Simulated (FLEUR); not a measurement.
Crystal: MoSe2.

```xyz
6
Lattice="3.2880 0.0000 0.0000 -1.6440 2.8475 0.0000 0.0000 0.0000 12.9000" Properties=species:S:1:pos:R:3 pbc="T T T"
Mo    1.6440    0.9492    9.6750
Mo    0.0000    1.8983    3.2250
Se    1.6440    0.9492    4.8375
Se    0.0000    1.8983   11.2875
Se    1.6440    0.9492    1.6125
Se    0.0000    1.8983    8.0625
```

Base run:

- Program: FLEUR MaX-R8.1 (later development tree)
- Functional: PBE
- Potentials or basis: all-electron
- Basis: FLAPW
- Kmax: 4.9 1/bohr
- k mesh: 9 × 9 × 2
- Occupations: fermi-dirac, width 0.05 eV
- Spin: no spin polarisation

Its results: band gap on the k mesh 0.89 eV, indirect (least direct gap 1.38 eV).

Task: The run is repeated on the same cell with these changes: k mesh from 9 × 9 × 2 to 7 × 7 × 2; spin from no spin polarisation to spin-orbit coupling, no magnetisation. What comes out?

Result: Band gap on the k mesh 1.02 eV, indirect (least direct gap 1.72 eV).

Several settings changed at once, so the effect can't be laid on one alone.

Caveats: spin-orbit coupling is added in second variation on a limited number of bands (some runs); the mesh misses the band edges, which the band path finds closer together (some runs).
